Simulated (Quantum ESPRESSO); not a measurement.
Input of a Quantum ESPRESSO 7.5 run:

The input pw.in:

```
&CONTROL
  calculation = 'scf'
  prefix = 'pwscf'
  outdir = './tmp'
  pseudo_dir = './pseudo'
  tprnfor = .true.
  tstress = .true.
  disk_io = 'low'
/
&SYSTEM
  ibrav = 0
  nat = 2
  ntyp = 2
  ecutwfc = 45
  ecutrho = 360
  nbnd = 10
  occupations = 'smearing'
  smearing = 'fd'
  degauss = 0.00367493
/
&ELECTRONS
  conv_thr = 4d-10
  electron_maxstep = 120
  mixing_beta = 0.5
/
ATOMIC_SPECIES
S     32.0600 s_pbesol_v1.4.uspp.F.UPF
Be     9.0122 be_pbesol_v1.4.uspp.F.UPF
CELL_PARAMETERS angstrom
   0.0000000000    2.4250000000    2.4250000000
   2.4250000000    0.0000000000    2.4250000000
   2.4250000000    2.4250000000    0.0000000000
ATOMIC_POSITIONS angstrom
S      3.6375000000    3.6375000000    3.6375000000
Be     0.0000000000    0.0000000000    0.0000000000
K_POINTS automatic
6 6 6 1 1 1
```

File scf2.in:

```
&CONTROL
  calculation = 'scf'
  prefix = 'pwscf'
  outdir = './tmp'
  pseudo_dir = './pseudo'
  tprnfor = .true.
  tstress = .true.
  disk_io = 'low'
/
&SYSTEM
  ibrav = 0
  nat = 2
  ntyp = 2
  ecutwfc = 45
  ecutrho = 360
  nbnd = 10
  occupations = 'fixed'
/
&ELECTRONS
  conv_thr = 1d-13
  electron_maxstep = 120
  mixing_beta = 0.5
  startingpot = 'file'
  startingwfc = 'file'
/
ATOMIC_SPECIES
S     32.0600 s_pbesol_v1.4.uspp.F.UPF
Be     9.0122 be_pbesol_v1.4.uspp.F.UPF
CELL_PARAMETERS angstrom
   0.0000000000    2.4250000000    2.4250000000
   2.4250000000    0.0000000000    2.4250000000
   2.4250000000    2.4250000000    0.0000000000
ATOMIC_POSITIONS angstrom
S      3.6375000000    3.6375000000    3.6375000000
Be     0.0000000000    0.0000000000    0.0000000000
K_POINTS automatic
6 6 6 1 1 1
```

The input ph.in:

```
dielectric of BeS
&INPUTPH
  prefix = 'pwscf'
  outdir = './tmp'
  tr2_ph = 1d-18
  fildyn = 'dyn'
  niter_ph = 90
  alpha_mix(1) = 0.7
  epsil = .true.
  trans = .false.
  zeu = .true.
/
0.0000000000 0.0000000000 0.0000000000
```

Potentials or basis: GBRV 1.5 PBEsol.

Command:

```sh
$ OMP_NUM_THREADS=1 pw.x -in pw.in > pw.out
$ OMP_NUM_THREADS=1 pw.x -in scf2.in > scf2.out
$ OMP_NUM_THREADS=1 ph.x -in ph.in > ph.out
```

Problem. Estimate the electronic dielectric tensor (diagonal).

Solution. 5.37.

Problem. Estimate the Born charges (mean of the diagonal).

Solution. S -1.59; Be +1.60 e.

Problem. Predict the pressure.

Solution. -0.7 GPa.

Born effective charge tensors (e):
atom 1, S
```
-1.59  0.00  0.00
 0.00 -1.59  0.00
 0.00  0.00 -1.59
```
atom 2, Be
```
1.60 0.00 0.00
0.00 1.60 0.00
0.00 0.00 1.60
```
